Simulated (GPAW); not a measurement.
# Ti (Im-3m) in GPAW: single point with PBE

Aim: the single point of Ti with PBE.

All numbers are computed with GPAW 26.7.0; they aren't measurements. Logs are shortened: lines on timing, memory, paths and dates and some standing lists are left out, and cuts for length are marked. The log counts tension as positive stress, the text compression.

### 1 The structure

Symmetry: Im-3m, No. 229, cubic system. Conventional cell: a = 3.282 Å, b = 3.282 Å, c = 3.282 Å, α = 90.00°, β = 90.00°, γ = 90.00°. Ti (site symmetry m-3m) is surrounded by 8 Ti at 2.84 Å.

This isn't the form of Ti at room conditions, which is hcp.

### 2 Single point, PBE

The input, Ti.cif:

```cif
data_Ti
_cell_length_a 2.84229538
_cell_length_b 2.84229538
_cell_length_c 2.84229538
_cell_angle_alpha 109.47122063
_cell_angle_beta 109.47122063
_cell_angle_gamma 109.47122063
_space_group_name_H-M_alt 'P1'
_space_group_name_Hall 'P 1'
_space_group_IT_number 1
loop_
_space_group_symop_operation_xyz
'x,y,z'
loop_
_atom_site_label
_atom_site_type_symbol
_atom_site_symmetry_multiplicity
_atom_site_Wyckoff_symbol
_atom_site_fract_x
_atom_site_fract_y
_atom_site_fract_z
_atom_site_occupancy
Ti1 Ti 1 a 0.0000000000 0.0000000000 0.0000000000 1
```

Potentials or basis: GPAW PAW data sets (gpaw-data 1.2.1), pw.

Started as:

```
$ OMP_NUM_THREADS=1 gpaw run Ti.cif -p 'mode=PW(600),xc=PBE,kpts={size:(11,11,11),gamma:True},occupations={name:fermi-dirac,width:0.05},nbands=14,convergence={density:1e-05,energy:1e-05},maxiter=150,txt=gpaw.txt' --properties efs -w gs.gpw
```

Log:

```text
__  _  _
 | _ |_)|_||  |
 |__||  | ||/\| - 26.7.0

Input parameters:
  mode=PW(ecut=600.0),
  convergence={'density': 1e-05, 'energy': 1e-05},
  kpts=MonkhorstPack(size=[11, 11, 11], gamma=True),
  maxiter=150,
  nbands=14,
  occupations=Occupations(name='fermi-dirac', width=0.05),
  xc=XC(name='PBE')

Diagonalizing LCAO Hamiltonian
Converting LCAO to pw mode

       Ti

Atoms  # Å, Bohr magnetons
|   | symbol |        x |        y |        z |    initial magnetic moments |
|---|--------|----------|----------|----------|-----------------------------|
| 0 |     Ti | 0.000000 | 0.000000 | 0.000000 | ( 0.0000,  0.0000,  0.0000) |

Unit cell  # Å
| periodic |         x |         y |        z |  lengths |     angles |
|----------|-----------|-----------|----------|----------|------------|
|      yes |  2.842295 |  0.000000 | 0.000000 | 2.842295 | 109.471221 |
|      yes | -0.947432 |  2.679742 | 0.000000 | 2.842295 | 109.471221 |
|      yes | -0.947432 | -1.339871 | 2.320724 | 2.842295 | 109.471221 |

Number of symmetries: 48
Symmetry operations  # r_c * U_cc + t_c -> r_c
|    | kind |            matrix            |
|----|------|------------------------------|
|  0 |  σ   |  1, 1, 1,  0, 0,-1,  0,-1, 0 |
|  1 |  C4  |  1, 1, 1,  0, 0,-1, -1, 0, 0 |
|  2 |  C2  |  1, 1, 1,  0,-1, 0,  0, 0,-1 |
|  3 |  S6  |  1, 1, 1,  0,-1, 0, -1, 0, 0 |
|  4 |  S6  |  1, 1, 1, -1, 0, 0,  0, 0,-1 |
|  5 |  C4  |  1, 1, 1, -1, 0, 0,  0,-1, 0 |
|  6 |  E   |  1, 0, 0,  0, 1, 0,  0, 0, 1 |
|  7 |  σ   |  1, 0, 0,  0, 1, 0, -1,-1,-1 |
|  8 |  σ   |  1, 0, 0,  0, 0, 1,  0, 1, 0 |
|  9 |  C3  |  1, 0, 0,  0, 0, 1, -1,-1,-1 |
| 10 |  C3  |  1, 0, 0, -1,-1,-1,  0, 1, 0 |
| 11 |  σ   |  1, 0, 0, -1,-1,-1,  0, 0, 1 |
| 12 |  σ   |  0, 1, 0,  1, 0, 0,  0, 0, 1 |
| 13 |  C2  |  0, 1, 0,  1, 0, 0, -1,-1,-1 |
| 14 |  C3  |  0, 1, 0,  0, 0, 1,  1, 0, 0 |
| 15 |  S4  |  0, 1, 0,  0, 0, 1, -1,-1,-1 |
| 16 |  S4  |  0, 1, 0, -1,-1,-1,  1, 0, 0 |
| 17 |  C3  |  0, 1, 0, -1,-1,-1,  0, 0, 1 |
| 18 |  C3  |  0, 0, 1,  1, 0, 0,  0, 1, 0 |
| 19 |  S4  |  0, 0, 1,  1, 0, 0, -1,-1,-1 |
| 20 |  σ   |  0, 0, 1,  0, 1, 0,  1, 0, 0 |
| 21 |  C3  |  0, 0, 1,  0, 1, 0, -1,-1,-1 |
| 22 |  C2  |  0, 0, 1, -1,-1,-1,  1, 0, 0 |
| 23 |  S4  |  0, 0, 1, -1,-1,-1,  0, 1, 0 |
| 24 |  C4  |  0, 0,-1,  1, 1, 1,  0,-1, 0 |
| 25 |  σ   |  0, 0,-1,  1, 1, 1, -1, 0, 0 |
| 26 |  S6  |  0, 0,-1,  0,-1, 0,  1, 1, 1 |
| 27 |  C2  |  0, 0,-1,  0,-1, 0, -1, 0, 0 |
| 28 |  C4  |  0, 0,-1, -1, 0, 0,  1, 1, 1 |
| 29 |  S6  |  0, 0,-1, -1, 0, 0,  0,-1, 0 |
| 30 |  S6  |  0,-1, 0,  1, 1, 1,  0, 0,-1 |
| 31 |  C4  |  0,-1, 0,  1, 1, 1, -1, 0, 0 |
| 32 |  C4  |  0,-1, 0,  0, 0,-1,  1, 1, 1 |
| 33 |  S6  |  0,-1, 0,  0, 0,-1, -1, 0, 0 |
| 34 |  σ   |  0,-1, 0, -1, 0, 0,  1, 1, 1 |
| 35 |  C2  |  0,-1, 0, -1, 0, 0,  0, 0,-1 |
| 36 |  C2  | -1, 0, 0,  1, 1, 1,  0, 0,-1 |
| 37 |  S6  | -1, 0, 0,  1, 1, 1,  0,-1, 0 |
| 38 |  S6  | -1, 0, 0,  0, 0,-1,  1, 1, 1 |
| 39 |  C2  | -1, 0, 0,  0, 0,-1,  0,-1, 0 |
| 40 |  C2  | -1, 0, 0,  0,-1, 0,  1, 1, 1 |
| 41 |  i   | -1, 0, 0,  0,-1, 0,  0, 0,-1 |
| 42 |  S4  | -1,-1,-1,  1, 0, 0,  0, 1, 0 |
| 43 |  C3  | -1,-1,-1,  1, 0, 0,  0, 0, 1 |
| 44 |  C3  | -1,-1,-1,  0, 1, 0,  1, 0, 0 |
| 45 |  σ   | -1,-1,-1,  0, 1, 0,  0, 0, 1 |
| 46 |  S4  | -1,-1,-1,  0, 0, 1,  1, 0, 0 |
| 47 |  C2  | -1,-1,-1,  0, 0, 1,  0, 1, 0 |

BZ-sampling:
  Number of BZ points: 1331
  Number of IBZ points: 56

  Monkhorst-Pack size: [11, 11, 11]
  Monkhorst-Pack shift: [0, 0, 0]

K-points  # in reciprocal-cell coordinates
|     |                                coordinates |     weight |
|-----|--------------------------------------------|------------|
|   0 | (  0.00000000,   0.00000000,   0.00000000) | 0.00075131 |
|   1 | (  0.09090909,   0.00000000,   0.00000000) | 0.00901578 |
|   2 | (  0.09090909,   0.09090909,  -0.09090909) | 0.00450789 |
|   3 | (  0.18181818,   0.00000000,  -0.09090909) | 0.01803156 |
|   4 | (  0.18181818,   0.00000000,   0.00000000) | 0.00901578 |
|   5 | (  0.18181818,   0.09090909,  -0.09090909) | 0.01803156 |
|   6 | (  0.18181818,   0.18181818,  -0.18181818) | 0.00450789 |
|   7 | (  0.27272727,  -0.09090909,  -0.09090909) | 0.00601052 |
|   8 | (  0.27272727,   0.00000000,  -0.09090909) | 0.03606311 |
|   9 | (  0.27272727,   0.00000000,   0.00000000) | 0.00901578 |
| ... |                                            |            |
|  55 | (  0.45454545,   0.45454545,   0.45454545) | 0.00601052 |

Plane wave coefficients: 603
Cutoff: 600.0 eV

Spin-components: 1 (collinear spins)
Bands:           14
Projectors:      6
Spin-degeneracy: 2
Datatype:        complex128

Density:
  Valence electrons: 12.0
  Components: 1
  Grid points: [18 18 18]
  Charge: 0.0  # |e|

Potential:
  Grid points: [18 18 18]

species:
  Ti:
    name:    Titanium
    Z:       22.0
    valence: 12
    core:    10
    charge:  0.0  # [|e|]
    compensation charges:
      type: gauss
      rc: 0.38  # [Å]
      lmax: 2
    cutoffs:
      filter: 2.23  # [Å]
      core: 1.02  # [Å]
    projectors
    | kind |    occ | energy [eV] | rcut [Å] |
    |------|--------|-------------|----------|
    |   3s |  2.000 |     -62.623 |    1.270 |
    |   4s |  2.000 |      -4.466 |    1.270 |
    |   3p |  6.000 |     -38.862 |    1.058 |
    |   4p |  0.000 |      -1.466 |    1.058 |
    |   3d |  2.000 |      -4.258 |    1.058 |
    |    d |        |      22.953 |    1.058 |

    Using partial waves for Ti as LCAO basis

Reference energy: -23224.014282  # eV

eigensolver:
  PPCG
  Converge bands: occupied
  niter=2

density mixing:
  MSR1-Mixer
  Pratt-step length: 0.05
  Maximum mixing coefficient: 0.75
  Old densities: 10
  SVD Regularization: 0.005
  Good broyden scale: 1.0
  Trust region scale: 1.0
  Backstep threshold: 4.0
  History deletion threshold: 6.0
  Fourier metric: weight=20.0, sigma=0.015

occupation numbers:
  Fermi-Dirac:
    width: 0.0500  # eV

poisson solver:
  ecut: 4800.0  # eV

xc functional:
  name: PBE with 2 nearest neighbor stencil

convergence criteria:
- Maximum integral of absolute [dens]ity change: 1e-05 electrons / valence electron
- Maximum [total energy] change in last 3 cyles: 1e-05 eV / valence electron
- Maximum integral of absolute [eigenst]ate change: 4e-08 eV^2 / valence electron
maximum number of iterations: 150

SCF iterations
|iter     | |      energy | eigst |  dens |
|---------|-|-------------|-------|-------|
|iter:   1| |   -6.775119 | -0.12 |       |
|iter:   2| |   -6.719156 | -3.03 | -1.24 |
|iter:   3| |   -6.549028 | -1.84 | -1.29 |
|iter:   4| |   -6.552107 | -3.77 | -2.06 |
|iter:   5| |   -6.553729 | -4.16 | -2.34 |
|iter:   6| |   -6.553741 | -6.24 | -3.60 |
|iter:   7| |   -6.553743c| -6.78 | -3.93 |
|iter:   8| |   -6.553743c| -8.32c| -5.15c|

Converged in 8 steps
Energy contributions relative to reference atoms: (reference = -23224.014282)

Energy contributions:
  Kinetic:           4.572713
  Coulomb:          -4.454452
  Zero:              0.010413
  External:          0.000000
  Xc:               -6.671036
  Entropy:          -0.022762
  Spinorbit:         0.000000
  ----------------------------
  Free energy:      -6.565124
  Extrapolated:     -6.553743

dipole moment: (-3.013686, -4.261995, -7.381992)  # |e|*Ang

Fermi level: 8.089
Eigenvalues  # (at kpt = [0.000, 0.000, 0.000])
| band index |      eig [eV] | occ [0-2] |
|------------|---------------|-----------|
|          0 |       -48.435 |     2.000 |
|          1 |       -24.333 |     2.000 |
|          2 |       -24.333 |     2.000 |
|          3 |       -24.333 |     2.000 |
|          4 |         2.205 |     2.000 |
|          5 |         9.076 |     0.000 |
|          6 |         9.076 |     0.000 |
|          7 |         9.076 |     0.000 |
|          8 |        10.794 |     0.000 |
|          9 |        10.794 |     0.000 |
|         10 |        25.403 |     0.000 |
|         11 |        25.403 |     0.000 |
|         12 |        25.403 |     0.000 |
|         13 |        31.152 |     0.000 |

No gap
No difference between direct/indirect transitions

Forces  # eV/Ang
|        x |        y |       z |
|----------|----------|---------|
| -0.00000 | -0.00000 | 0.00000 |  # Ti   0

Stress tensor  # eV/Ang^3
|         x |         y |         z |
|-----------|-----------|-----------|
|  0.018980 | -0.000000 | -0.000000 |
| -0.000000 |  0.018980 | -0.000000 |
| -0.000000 | -0.000000 |  0.018980 |

# Writing to gs.gpw (mode='')
```

It took 9.8 s on 1 thread of Intel Xeon Platinum 8488C (Sapphire Rapids), shared host; peak memory 0.14 GiB.

Results:

- Free energy: -6.5651 eV
- Pressure: -3.0 GPa
- Band gap on the k mesh: none (metal or under the smearing width)

### 3 For comparison

An earlier run on the cell as given: functional PBE; potentials or basis GPAW PAW data sets (gpaw-data 1.2.1); cutoff 600 eV; basis pw; k mesh 11 × 11 × 11; occupations fermi-dirac, width 0.05 eV; no spin polarisation.

* Pressure: -3.0 GPa
* Band gap on the k mesh: none (metal or under the smearing width)
